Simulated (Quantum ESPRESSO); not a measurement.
# MgS (Niningerite) (Fm-3m) in Quantum ESPRESSO: further runs

Aim: see how the results for MgS (Niningerite) move with the level of theory and the settings. Levels: LDA, PBE, PBEsol, RPBE. Tasks: phonons.

All numbers are computed with Quantum ESPRESSO 7.5; they aren't measurements. Logs are shortened: lines on timing, memory, paths and dates and some standing lists are left out, and cuts for length are marked.

## (1) Starting point

The structure is cubic, space group Fm-3m (No. 225). Conventional cell: a = 5.203 Å, b = 5.203 Å, c = 5.203 Å, α = 90.00°, β = 90.00°, γ = 90.00°. S (site symmetry m-3m) is surrounded by 6 Mg at 2.60 Å. Around Mg (site symmetry m-3m) lie 6 S at 2.60 Å.

## (2) Phonons, LDA

pw.in

```
&CONTROL
  calculation = 'scf'
  prefix = 'pwscf'
  outdir = './tmp'
  pseudo_dir = './pseudo'
  tprnfor = .true.
  tstress = .true.
  disk_io = 'low'
/
&SYSTEM
  ibrav = 0
  nat = 2
  ntyp = 2
  ecutwfc = 84
  nbnd = 14
  occupations = 'smearing'
  smearing = 'fd'
  degauss = 0.00367493
/
&ELECTRONS
  conv_thr = 4d-10
  electron_maxstep = 120
  mixing_beta = 0.5
/
ATOMIC_SPECIES
S     32.0600 S.upf
Mg    24.3050 Mg.upf
CELL_PARAMETERS angstrom
   0.0000000000    2.6016500000    2.6016500000
   2.6016500000    0.0000000000    2.6016500000
   2.6016500000    2.6016500000    0.0000000000
ATOMIC_POSITIONS crystal
S      0.5000000000    0.5000000000    0.5000000000
Mg     0.0000000000    0.0000000000    0.0000000000
K_POINTS automatic
6 6 6 1 1 1
```

relax.in

```
&CONTROL
  calculation = 'vc-relax'
  prefix = 'pwscf'
  outdir = './tmp'
  pseudo_dir = './pseudo'
  tprnfor = .true.
  tstress = .true.
  disk_io = 'low'
  nstep = 40
  forc_conv_thr = 0.0001
  etot_conv_thr = 1d-06
/
&SYSTEM
  ibrav = 0
  nat = 2
  ntyp = 2
  ecutwfc = 84
  nbnd = 14
  occupations = 'smearing'
  smearing = 'fd'
  degauss = 0.00367493
/
&ELECTRONS
  conv_thr = 4d-10
  electron_maxstep = 120
  mixing_beta = 0.5
/
&IONS
  ion_dynamics = 'bfgs'
/
&CELL
  cell_dynamics = 'bfgs'
  press = 0
  press_conv_thr = 0.2
/
ATOMIC_SPECIES
S     32.0600 S.upf
Mg    24.3050 Mg.upf
CELL_PARAMETERS angstrom
   0.0000000000    2.6016500000    2.6016500000
   2.6016500000    0.0000000000    2.6016500000
   2.6016500000    2.6016500000    0.0000000000
ATOMIC_POSITIONS crystal
S      0.5000000000    0.5000000000    0.5000000000
Mg     0.0000000000    0.0000000000    0.0000000000
K_POINTS automatic
6 6 6 1 1 1
```

scf2.in

```
&CONTROL
  calculation = 'scf'
  prefix = 'pwscf'
  outdir = './tmp'
  pseudo_dir = './pseudo'
  tprnfor = .true.
  tstress = .true.
  disk_io = 'low'
/
&SYSTEM
  ibrav = 0
  nat = 2
  ntyp = 2
  ecutwfc = 84
  nbnd = 14
  occupations = 'fixed'
/
&ELECTRONS
  conv_thr = 1d-13
  electron_maxstep = 120
  mixing_beta = 0.5
  startingpot = 'file'
  startingwfc = 'file'
/
ATOMIC_SPECIES
S     32.0600 S.upf
Mg    24.3050 Mg.upf
CELL_PARAMETERS angstrom
   0.0000000000    2.5658121063    2.5658121063
   2.5658121063    0.0000000000    2.5658121063
   2.5658121063    2.5658121063    0.0000000000
ATOMIC_POSITIONS crystal
S      0.5000000000    0.5000000000    0.5000000000
Mg     0.0000000000    0.0000000000    0.0000000000
K_POINTS automatic
6 6 6 1 1 1
```

ph.in

```
phonons of MgS
&INPUTPH
  prefix = 'pwscf'
  outdir = './tmp'
  tr2_ph = 1d-18
  fildyn = 'dyn'
  niter_ph = 90
  alpha_mix(1) = 0.7
  epsil = .true.
/
0.0000000000 0.0000000000 0.0000000000
```

dynmat.in

```
&INPUT
  fildyn = 'dyn'
  asr = 'crystal'
  lperm = .true.
  filout = 'dynmat.disp'
  fileig = 'dynmat.eig'
/
```

dynmat_lo.in

```
&INPUT
  fildyn = 'dyn'
  asr = 'crystal'
  filout = 'dynmat_lo.disp'
  fileig = 'dynmat_lo.eig'
  q(1) = 0
  q(2) = 0
  q(3) = 1
/
```

Potentials or basis: PseudoDojo 0.4.1 SR LDA standard.

The run is started by

```console
$ OMP_NUM_THREADS=1 mpirun -n 4 pw.x -nk 4 -in pw.in > pw.out
$ OMP_NUM_THREADS=1 mpirun -n 4 pw.x -nk 4 -in relax.in > relax.out
$ OMP_NUM_THREADS=1 mpirun -n 4 pw.x -nk 4 -in scf2.in > scf2.out
$ OMP_NUM_THREADS=1 mpirun -n 4 ph.x -nk 4 -in ph.in > ph.out
$ OMP_NUM_THREADS=1 mpirun -n 1 dynmat.x -in dynmat.in > dynmat.out
$ OMP_NUM_THREADS=1 mpirun -n 1 dynmat.x -in dynmat_lo.in > dynmat_lo.out
```

pw.out:

```text
This program is part of the open-source Quantum ESPRESSO suite
     for quantum simulation of materials; please cite
[... 6 lines left out ...]
     using ibrav=0 with symmetry is DISCOURAGED, use correct ibrav instead

     K-points division:     npool     =       4
     Subspace diagonalization in iterative solution of the eigenvalue problem:
     a serial algorithm will be used

     G-vector sticks info
     --------------------
     sticks:   dense  smooth     PW     G-vecs:    dense   smooth      PW
     Sum        1123    1123    337                24693    24693    4015

     Using Slab Decomposition

     bravais-lattice index     =            0
     lattice parameter (alat)  =       6.9528  a.u.
     unit-cell volume          =     237.6694 (a.u.)^3
     number of atoms/cell      =            2
     number of atomic types    =            2
     number of electrons       =        16.00
     number of Kohn-Sham states=           14
     kinetic-energy cutoff     =      84.0000  Ry
     charge density cutoff     =     336.0000  Ry
     scf convergence threshold =      4.0E-10
     mixing beta               =       0.5000
     number of iterations used =            8  plain     mixing
     Exchange-correlation= SLA  PW   NOGX NOGC
                           (   1   4   0   0   0   0   0)

     celldm(1)=   6.952848  celldm(2)=   0.000000  celldm(3)=   0.000000
     celldm(4)=   0.000000  celldm(5)=   0.000000  celldm(6)=   0.000000

     crystal axes: (cart. coord. in units of alat)
               a(1) = (   0.000000   0.707107   0.707107 )
               a(2) = (   0.707107   0.000000   0.707107 )
               a(3) = (   0.707107   0.707107   0.000000 )

     reciprocal axes: (cart. coord. in units 2 pi/alat)
               b(1) = ( -0.707107  0.707107  0.707107 )
               b(2) = (  0.707107 -0.707107  0.707107 )
               b(3) = (  0.707107  0.707107 -0.707107 )

     PseudoPot. # 1 for S  read from file:
     S.upf
     Pseudo is Norm-conserving + core correction, Zval =  6.0
     Generated using ONCVPSP code by D. R. Hamann
     Using radial grid of 1132 points,  6 beta functions with:
                l(1) =   0
                l(2) =   0
                l(3) =   1
                l(4) =   1
                l(5) =   2
                l(6) =   2

     PseudoPot. # 2 for Mg read from file:
     Mg.upf
     Pseudo is Norm-conserving, Zval = 10.0
     Generated using ONCVPSP code by D. R. Hamann
     Using radial grid of 1510 points,  4 beta functions with:
                l(1) =   0
                l(2) =   0
                l(3) =   1
                l(4) =   1

     atomic species   valence    mass     pseudopotential
     S                 6.00    32.06000     S ( 1.00)
     Mg               10.00    24.30500     Mg( 1.00)

     48 Sym. Ops., with inversion, found

   Cartesian axes

     site n.     atom                  positions (alat units)
         1        S      tau(   1) = (   0.7071068   0.7071068   0.7071068  )
         2        Mg     tau(   2) = (   0.0000000   0.0000000   0.0000000  )

     number of k points=    28  Fermi-Dirac smearing, width (Ry)=  0.0037
                       cart. coord. in units 2pi/alat
        k(    1) = (   0.0589256   0.0589256   0.0589256), wk =   0.0185185
        k(    2) = (   0.1767767   0.1767767  -0.0589256), wk =   0.0555556
        k(    3) = (   0.2946278   0.2946278  -0.1767767), wk =   0.0555556
        k(    4) = (  -0.2946278  -0.2946278   0.4124790), wk =   0.0555556
        k(    5) = (  -0.1767767  -0.1767767   0.2946278), wk =   0.0555556
        k(    6) = (  -0.0589256  -0.0589256   0.1767767), wk =   0.0555556
[... 20 lines left out ...]
        k(   27) = (   0.2946278   0.2946278   0.2946278), wk =   0.0185185
        k(   28) = (  -0.2946278  -0.2946278   0.8838835), wk =   0.0555556

     Dense  grid:    24693 G-vectors     FFT dimensions: (  45,  45,  45)

     Initial potential from superposition of free atoms

     starting charge      15.9993, renormalised to      16.0000
     Starting wfcs are    9 randomized atomic wfcs +    5 random wfcs

     Self-consistent Calculation

     iteration #  1     ecut=    84.00 Ry     beta= 0.50
     Davidson diagonalization with overlap
     ethr =  1.00E-02,  avg # of iterations =  7.0

     Threshold (ethr) on eigenvalues was too large:
     Diagonalizing with lowered threshold

     Davidson diagonalization with overlap
     ethr =  5.54E-04,  avg # of iterations =  1.5

     total energy              =    -140.88172849 Ry
     estimated scf accuracy    <       0.08848179 Ry

     iteration #  2     ecut=    84.00 Ry     beta= 0.50
     Davidson diagonalization with overlap
     ethr =  5.53E-04,  avg # of iterations =  2.0

     total energy              =    -140.89778455 Ry
     estimated scf accuracy    <       0.00344120 Ry

     iteration #  3     ecut=    84.00 Ry     beta= 0.50
     Davidson diagonalization with overlap
     ethr =  2.15E-05,  avg # of iterations =  4.5

     total energy              =    -140.89777842 Ry
     estimated scf accuracy    <       0.00075460 Ry

     iteration #  4     ecut=    84.00 Ry     beta= 0.50
     Davidson diagonalization with overlap
     ethr =  4.72E-06,  avg # of iterations =  1.7

     total energy              =    -140.89780280 Ry
     estimated scf accuracy    <       0.00000569 Ry

     iteration #  5     ecut=    84.00 Ry     beta= 0.50
     Davidson diagonalization with overlap
     ethr =  3.56E-08,  avg # of iterations =  3.0

     total energy              =    -140.89780542 Ry
     estimated scf accuracy    <       0.00000042 Ry

     iteration #  6     ecut=    84.00 Ry     beta= 0.50
     Davidson diagonalization with overlap
     ethr =  2.63E-09,  avg # of iterations =  2.0

     total energy              =    -140.89780551 Ry
     estimated scf accuracy    <       0.00000005 Ry

     iteration #  7     ecut=    84.00 Ry     beta= 0.50
     Davidson diagonalization with overlap
     ethr =  2.87E-10,  avg # of iterations =  1.9

     total energy              =    -140.89780551 Ry
     estimated scf accuracy    <          2.3E-09 Ry

     iteration #  8     ecut=    84.00 Ry     beta= 0.50
     Davidson diagonalization with overlap
     ethr =  1.45E-11,  avg # of iterations =  2.3

     End of self-consistent calculation

          k = 0.0589 0.0589 0.0589 (  3092 PWs)   bands (ev):

   -67.8877 -35.3000 -35.2997 -35.2997  -6.4125   5.6210   6.1213   6.1213
    10.0966  13.7961  14.1379  14.1379  15.9902  15.9902

          k = 0.1768 0.1768-0.0589 (  3076 PWs)   bands (ev):

   -67.8876 -35.3019 -35.3003 -35.2998  -6.0664   4.0297   5.5535   6.0401
    11.2338  13.4492  14.1202  14.1885  15.0452  16.7225

          k = 0.2946 0.2946-0.1768 (  3082 PWs)   bands (ev):

   -67.8875 -35.3051 -35.3008 -35.3003  -5.4114   2.0386   5.2227   5.7140
    11.0974  12.9665  13.2412  15.3769  17.2723  17.9357

          k =-0.2946-0.2946 0.4125 (  3091 PWs)   bands (ev):

   -67.8874 -35.3062 -35.3008 -35.3006  -5.1266   1.3786   5.2558   5.4853
    10.9134  12.5027  13.1568  16.2673  17.8694  19.8563

          k =-0.1768-0.1768 0.2946 (  3087 PWs)   bands (ev):

   -67.8875 -35.3041 -35.3005 -35.3003  -5.6322   2.6204   5.5387   5.5834
    11.1634  12.9702  13.8925  14.4271  16.8383  17.9201

          k =-0.0589-0.0589 0.1768 (  3078 PWs)   bands (ev):

   -67.8877 -35.3009 -35.3000 -35.2999  -6.2341   4.7879   5.8437   5.9234
    10.9087  13.1766  14.2529  14.5842  14.9922  16.4158

          k = 0.2946 0.0589 0.0589 (  3090 PWs)   bands (ev):

   -67.8876 -35.3023 -35.3005 -35.3005  -5.9045   3.8502   5.4249   5.4306
    11.4791  12.3237  13.5143  15.2881  15.8627  17.2363

          k = 0.4125 0.1768-0.0589 (  3084 PWs)   bands (ev):

   -67.8874 -35.3042 -35.3015 -35.3009  -5.3757   2.6653   4.5421   5.1765
    11.1611  12.3866  13.5847  15.3476  17.1302  19.6239

          k =-0.1768-0.4125 0.5303 (  3097 PWs)   bands (ev):

   -67.8874 -35.3054 -35.3022 -35.3011  -4.9543   1.8362   3.9883   5.0116
    11.1647  12.5255  14.3808  15.3010  18.3001  19.4809

          k =-0.0589-0.2946 0.4125 (  3086 PWs)   bands (ev):

   -67.8874 -35.3046 -35.3022 -35.3007  -5.1942   2.2948   3.9979   5.3498
    11.8910  12.4576  13.8408  14.7425  17.1196  20.2076

          k = 0.0589-0.1768 0.2946 (  3073 PWs)   bands (ev):

   -67.8875 -35.3031 -35.3008 -35.3002  -5.7597   3.2578   5.0640   5.7387
    11.7573  12.9962  13.1909  14.5463  15.8419  18.1085

          k = 0.5303 0.0589 0.0589 (  3092 PWs)   bands (ev):

   -67.8874 -35.3048 -35.3019 -35.3017  -5.0718   2.3828   4.4564   4.6945
     9.5793  11.0235  16.0689  16.9750  18.2766  19.3372

          k =-0.0589-0.5303 0.6482 (  3103 PWs)   bands (ev):

   -67.8873 -35.3051 -35.3028 -35.3020  -4.7855   2.2177   3.6528   4.3818
     9.8007  11.7480  15.7460  16.6992  18.9281  20.8884

          k = 0.0589-0.4125 0.5303 (  3098 PWs)   bands (ev):

   -67.8873 -35.3046 -35.3034 -35.3014  -4.8427   2.2913   3.1345   4.8128
    10.7791  13.3450  14.7637  15.0388  18.0285  19.0114

          k = 0.1768-0.2946 0.4125 (  3085 PWs)   bands (ev):

   -67.8874 -35.3055 -35.3013 -35.3007  -5.1609   1.7471   4.7247   5.3952
    11.4990  12.1459  13.6956  15.4950  17.9354  19.0912

          k =-0.6482 0.0589 0.0589 (  3090 PWs)   bands (ev):

   -67.8873 -35.3055 -35.3023 -35.3020  -4.8076   2.0327   4.2114   4.5264
     9.0346  10.7534  17.3853  17.6525  18.9829  20.2260

          k =-0.5303 0.1768-0.0589 (  3092 PWs)   bands (ev):

   -67.8874 -35.3048 -35.3023 -35.3016  -5.0117   2.3252   4.0387   4.6544
    10.2774  11.9736  14.6468  16.3061  18.3232  20.8044

          k =-0.4125 0.0589 0.0589 (  3094 PWs)   bands (ev):

   -67.8875 -35.3037 -35.3012 -35.3012  -5.4833   3.0156   4.8931   5.0105
    10.5677  11.5547  14.5529  16.1104  17.0749  18.2855

          k = 0.1768 0.1768 0.1768 (  3080 PWs)   bands (ev):

   -67.8876 -35.3030 -35.3001 -35.3001  -5.9114   3.3118   5.8481   5.8481
    10.9396  13.8260  13.8260  14.3027  16.3088  16.3088

          k = 0.2946 0.2946 0.0589 (  3087 PWs)   bands (ev):

   -67.8875 -35.3041 -35.3014 -35.3002  -5.5019   2.6613   4.5276   5.7643
    12.0045  12.9274  13.7171  14.0057  16.0109  19.5774

          k =-0.2946-0.2946 0.6482 (  3100 PWs)   bands (ev):

   -67.8874 -35.3048 -35.3029 -35.3009  -4.9969   2.1434   3.4819   5.2899
    11.0540  13.5187  14.1855  14.9441  17.6467  18.6186

          k =-0.1768-0.1768 0.5303 (  3097 PWs)   bands (ev):

   -67.8874 -35.3051 -35.3022 -35.3013  -4.9833   2.0714   3.9319   4.9533
    10.3854  12.7751  14.8107  14.9649  18.5643  20.5011

          k = 0.4125 0.1768 0.1768 (  3087 PWs)   bands (ev):

   -67.8874 -35.3049 -35.3011 -35.3009  -5.2925   2.1752   4.8369   5.2128
    11.1008  12.5788  14.2927  14.3136  17.8507  19.6774

          k =-0.1768-0.4125 0.7660 (  3089 PWs)   bands (ev):

   -67.8873 -35.3047 -35.3029 -35.3014  -4.9215   2.2577   3.5537   4.6609
    11.3083  12.8253  13.7344  15.6021  18.3011  19.6007

          k =-0.0589-0.2946 0.6482 (  3097 PWs)   bands (ev):

   -67.8873 -35.3044 -35.3035 -35.3020  -4.7631   2.5295   3.1528   4.1060
    10.9623  13.1460  14.1513  15.2329  19.1495  20.2746

          k =-0.7660 0.1768 0.1768 (  3098 PWs)   bands (ev):

   -67.8873 -35.3048 -35.3033 -35.3016  -4.7993   2.3137   3.1235   4.8119
     9.9418  12.7516  15.5696  15.8327  18.0432  19.6707

          k = 0.2946 0.2946 0.2946 (  3082 PWs)   bands (ev):

   -67.8874 -35.3059 -35.3004 -35.3004  -5.2670   1.5371   5.6150   5.6150
    10.6026  13.0073  13.0073  15.9229  17.7825  19.0253

          k =-0.2946-0.2946 0.8839 (  3092 PWs)   bands (ev):

   -67.8874 -35.3057 -35.3017 -35.3008  -5.0350   1.6172   4.3892   5.3633
    11.2739  12.4543  13.6338  15.9725  18.5851  18.8366

     the Fermi energy is     7.3608 ev

!    total energy              =    -140.89780552 Ry
     estimated scf accuracy    <          8.6E-11 Ry
     smearing contrib. (-TS)   =      -0.00000000 Ry
     internal energy E=F+TS    =    -140.89780552 Ry

     The total energy is F=E-TS. E is the sum of the following terms:
     one-electron contribution =     -86.59382667 Ry
     hartree contribution      =      44.24807112 Ry
     xc contribution           =     -21.83857345 Ry
     ewald contribution        =     -76.71347653 Ry

     convergence has been achieved in   8 iterations

     Forces acting on atoms (cartesian axes, Ry/au):

     atom    1 type  1   force =    -0.00000000    0.00000000   -0.00000000
     atom    2 type  2   force =    -0.00000000   -0.00000000   -0.00000000

     Total force =     0.000000     Total SCF correction =     0.000000

     Computing stress (Cartesian axis) and pressure

          total   stress  (Ry/bohr**3)                   (kbar)     P=      -31.84
  -0.00021643   0.00000000   0.00000000          -31.84        0.00        0.00
   0.00000000  -0.00021643   0.00000000            0.00      -31.84        0.00
   0.00000000   0.00000000  -0.00021643            0.00        0.00      -31.84

=------------------------------------------------------------------------------=
   JOB DONE.
=------------------------------------------------------------------------------=
```

Run time: 2.5 min. Hardware: 4 MPI ranks of Arm Neoverse V1, shared host; peak memory 0.4 GiB.

Results:

```
Free energy                                             : -1917.0270 eV
Relaxed volume                                          : 16.89 Å³/atom
Relaxed cell                                            : a = 3.629 Å, b = 3.629 Å, c = 3.629 Å, α = 60.00°, β = 60.00°, γ = 60.00°
Space group after relaxing (to 0.05 Å)                  : Fm-3m (No. 225)
Pressure after relaxing                                 : 0.0 GPa
Electronic dielectric tensor (diagonal)                 : 5.60
Born charges (mean of the diagonal)                     : S -2.30; Mg +2.30 e
Highest phonon frequency at Γ, LO-TO splitting left out : 252 cm⁻¹
Static dielectric tensor (diagonal)                     : 14.43
```

The path:
```
step  energy change (eV)  largest force (eV/Å)  pressure (GPa)  volume (Å³)
   1              0.0000                0.0000           -3.18        35.22
   2             -0.0092                0.0000           -2.00        34.65
   3             -0.0147                0.0000           -0.06        33.81
   4             -0.0147                0.0000            0.00        33.78
```

Final structure:
```xyz
2
Lattice="0.0000 2.5658 2.5658 2.5658 0.0000 2.5658 2.5658 2.5658 0.0000" Properties=species:S:1:pos:R:3 pbc="T T T"
S     2.5658    2.5658    2.5658
Mg    0.0000    0.0000    0.0000
```

Phonon frequencies in cm⁻¹ (negative: imaginary):
| q point | frequencies |
| --- | --- |
| (0.000, 0.000, 0.000) | 2 2 2 252 252 252 |

Electronic dielectric tensor:
```
5.60 0.00 0.00
0.00 5.60 0.00
0.00 0.00 5.60
```

Born effective charge tensors (e):
atom 1, S
```
-2.30  0.00  0.00
 0.00 -2.30  0.00
 0.00  0.00 -2.30
```
atom 2, Mg
```
2.30 0.00 0.00
0.00 2.30 0.00
0.00 0.00 2.30
```

Optical modes at Γ, degenerate ones joined, polar ones without the macroscopic field:
| cm⁻¹ | components | symmetry | active in | IR intensity, summed ((D/Å)²/amu) |
| --- | --- | --- | --- | --- |
| 252 | 3 | T1u | IR | 26.53 |

Zone-centre frequencies without and with the macroscopic field along z (cm⁻¹):
|  | optical modes in rising order |
| --- | --- |
| without | 252 252 252 |
| with the field | 252 252 404 |

Static dielectric tensor, electrons and zone-centre modes:
```
14.43  0.00  0.00
 0.00 14.43  0.00
 0.00  0.00 14.43
```

[end of part 1 of 4]
